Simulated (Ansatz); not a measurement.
# Structure types of Bi at zero pressure

Structure types of Bi are relaxed in primitive cells with their symmetry kept at 0 GPa, first on PAW files, then by LAPW. The enthalpy is E + pV at zero temperature, without zero-point motion. Only the types listed were tried, and differences under about 5 meV/atom are mesh noise. The real phase may be another.

All numbers are PBE results (scalar-relativistic) from Ansatz 0.2.0, with Fermi–Dirac smearing of 0.05 eV, no spin polarisation. Methods: LAPW: all electrons, basis error target 0.5 meV/atom; PAW: frozen-core files, cutoff 420 eV.

k meshes: fcc 14×14×14, bcc 15×15×15, hcp 13×13×7, sc 13×13×13, diamond 11×11×11.

Spin–orbit coupling is left out, which matters for the heavy atoms.

Problem. Which type is lowest in enthalpy, and by how much?

Solution. sc, 98 meV/atom below bcc. The whole table:

| start type | ends as | a, b, c (Å) | V (Å³/atom) | H − H(lowest), LAPW (meV/atom) | same, PAW |
| --- | --- | --- | --- | --- | --- |
| fcc | fcc, Fm-3m | 5.032, 5.032, 5.032 | 31.86 | 154.5 | 154.5 |
| bcc | bcc, Im-3m | 3.981, 3.981, 3.981 | 31.56 | 98.5 | 98.5 |
| hcp | hcp, P6_3/mmc | 3.495, 3.495, 6.012 | 31.81 | 105.1 | 105.1 |
| sc | sc, Pm-3m | 3.274, 3.274, 3.274 | 35.09 | 0.0 | 0.0 |
| diamond | diamond, Fd-3m | 7.288, 7.288, 7.288 | 48.40 | 158.8 | 158.9 |
